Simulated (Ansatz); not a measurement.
**P, simple cubic: how the functional moves the structure**

All rows: Ansatz, plane waves with scalar-relativistic PAW, 420 eV (500 eV for the SCAN forms), relaxed under each functional, no dispersion correction, no zero-point motion. B₀ comes from uniform scaling at fixed shape; a dash is a value not given.

```json
{"functional": "PBE", "V (Å³/atom)": "14.59", "cell": "a = 2.444 Å", "B₀ (GPa)": "108", "magnetic state": "spin not included", "ΔE to black phosphorus (meV/atom)": "86"}
{"functional": "PBEsol", "V (Å³/atom)": "14.11", "cell": "a = 2.416 Å", "B₀ (GPa)": "125", "magnetic state": "spin not included", "ΔE to black phosphorus (meV/atom)": "-29"}
{"functional": "RPBE", "V (Å³/atom)": "14.82", "cell": "a = 2.456 Å", "B₀ (GPa)": "104", "magnetic state": "spin not included", "ΔE to black phosphorus (meV/atom)": "177"}
{"functional": "BLYP", "V (Å³/atom)": "16.18", "cell": "a = 2.530 Å", "B₀ (GPa)": "84", "magnetic state": "spin not included", "ΔE to black phosphorus (meV/atom)": "360"}
```

(1) What does revPBE give?

Results:

(1) V (Å³/atom): 14.76; cell: a = 2.453 Å; B₀ (GPa): 105; magnetic state: spin not included; ΔE to black phosphorus (meV/atom): 153.
